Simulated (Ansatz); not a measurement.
AgCl: quadrupole couplings from first principles

```yaml
crystal:
  lattice:
    - [4.29818, 0.00000, 0.00000]
    - [-2.14909, 3.72233, 0.00000]
    - [0.00000, 0.00000, 6.94589]
  atoms:
    - { symbol: Ag, position: [0.33333, 0.66667, 0.99860] }
    - { symbol: Ag, position: [0.66667, 0.33333, 0.49860] }
    - { symbol: Cl, position: [0.33333, 0.66667, 0.37740] }
    - { symbol: Cl, position: [0.66667, 0.33333, 0.87740] }
```

Atom numbers follow the list: Ag1, Ag2, Cl3, Cl4.

The conventional cell has a = 4.298 Å, b = 4.298 Å, c = 6.946 Å, α = 90.00°, β = 90.00°, γ = 120.00°. Ag (atom 1) has 4 Cl at 2.62 to 2.63 Å as nearest neighbours. Cl (atom 3) is surrounded by 4 Ag at 2.62 to 2.63 Å.

The structure comes from a relaxation in the same program, started in the wurtzite type, and has space group P6_3mc. Whether it is a known phase or the ground state wasn't checked.

Methods: DFT, PBE, all-electron PAW with datasets made for the crystal, scalar-relativistic (Ansatz 0.2.0); DFT, PBE, PAW with Ansatz's default frozen-core files, scalar-relativistic (Ansatz 0.2.0).

For the crystal-made all-electron datasets (AE datasets): a Γ-centred 11×11×6 k mesh, Fermi–Dirac smearing of 0.05 eV, cutoff 240 eV (chosen by the program for this cell), no spin polarisation. PAW takes a cutoff of 420 eV at this cell. The Ansatz runs share mesh, smearing and spin set-up.

No spin–orbit coupling: at heavy atoms the gradients can be off by tens of per cent for that reason.

Vzz is the principal value of largest size of the traceless field-gradient tensor, in 10²¹ V/m², and η = (Vxx − Vyy)/Vzz with |Vzz| ≥ |Vyy| ≥ |Vxx|.

```tsv
site	site symmetry	Vzz (η), AE datasets	Vzz (η), PAW
Ag1	3m.	0.32 (η = 0.00)	0.32 (η = 0.00)
Cl3	3m.	-0.28 (η = 0.00)	-0.29 (η = 0.00)
```
